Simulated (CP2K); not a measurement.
**Si2W in CP2K: the effect of functional**

Crystal: Si2W.

```
W Si
1.0
     4.52671    0.00000    0.00000
     2.24503    3.93077    0.00000
    -3.38587   -1.96538    2.27250
W Si
1 2
Cartesian
  0.0000 0.0000 0.0000
  4.5052 2.6151 0.0000
  2.2665 1.3156 0.0000
```

Alike in all runs:

```yaml
Program: CP2K 2026.2
Task: band structure
Potentials_or_basis: POTENTIAL_UZH W GTH-PBE-q14, Si GTH-PBE-q4; TZVP-MOLOPT-PBE-GTH basis
Density_cutoff: 9184 eV
k_mesh: 12 × 12 × 12
Occupations: fermi-dirac, width 0.05 eV
Spin: no spin polarisation
```

```tsv
functional	pressure (GPa)
LDA	-1.3
PBEsol	-0.4
optB88-vdW	5.4
OLYP	?
BEEF-vdW	0.9
HLE17	-23.9
```

Problem. What does the run with functional OLYP give?

Solution. Pressure -3.7 GPa.

Caveats: the potentials were made for another functional, which shifts forces and pressure; the basis of atomic orbitals isn't converged, which shifts pressures, moduli and gaps; the potentials were made for a functional far from this one (some runs).

Runs at the PBE level aren't shown here.
